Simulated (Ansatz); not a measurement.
# HCl: the cost of one run

Method: DFT PBE, scalar-relativistic, plane waves, PAW, in Ansatz 0.2.0.

### Step 1. The system as given

It takes space group P6/mmm (No. 191, hexagonal). Conventional cell: a = 5.523 Å, b = 5.523 Å, c = 4.456 Å, α = 90.00°, β = 90.00°, γ = 120.00°. Around H (site symmetry mmm) lie 6 Cl at 2.74 to 2.76 Å and 4 H at 2.76 Å. Cl (site symmetry 6/mmm) has 6 H at 2.76 Å as nearest neighbours. Around Cl (site symmetry -6m2) lie 6 H at 2.74 Å.

Structure file:

```
CELL_PARAMETERS angstrom
5.52272 0.00000 0.00000
-2.76136 4.78281 0.00000
0.00000 0.00000 4.45583
ATOMIC_POSITIONS crystal
H 0.50000 0.00000 0.00000
H 0.50000 0.50000 0.00000
H 0.00000 0.50000 0.00000
Cl 0.00000 0.00000 0.00000
Cl 0.33333 0.66667 0.50000
Cl 0.66667 0.33333 0.50000
```

This is candidate A: CoSn type (P6/mmm, No. 191).

(A quick probe on a coarse mesh, which set the mesh and smearing, is not shown.)

### Step 3. Coarse relaxation (candidate A)

Input file input.yaml:

```yaml
crystal:
  lattice:
    - [5.5227176359, 0.0, 0.0]
    - [-2.7613588179, 4.7828137706, 0.0]
    - [0.0, 0.0, 4.4558290017]
  atoms:
    - { symbol: H, position: [0.5, 0.0, 0.0] }
    - { symbol: H, position: [0.5, 0.5, 0.0] }
    - { symbol: H, position: [0.0, 0.5, 0.0] }
    - { symbol: Cl, position: [0.0, 0.0, 0.0] }
    - { symbol: Cl, position: [0.3333333333, 0.6666666667, 0.5] }
    - { symbol: Cl, position: [0.6666666667, 0.3333333333, 0.5] }
basis:
  ecutwfc: 420
kpoints:
  mp_grid: { grid: [6, 6, 4] }
hamiltonian:
  xc: pbe
scf:
  occupations: { method: gaussian, width: 0.1 }
  lower_state_search: "off"
output:
  forces: true
  stress: true
  eigenvalues: true
relax:
  adjacent_minimum: "off"
  f_tol: 0.04
  max_steps: 70
  cell: { stress_tol: 0.4 }
```

Run with:

```console
$ ansatz run input.yaml --threads 1 --pin off --max-ram 2560MiB --backend cpu --events-out ev --progress --plain --runs-dir out
```

What time and memory should one allow on 1 thread of Arm Neoverse N1, shared host?

About 54 s, with a peak of 0.35 GiB.
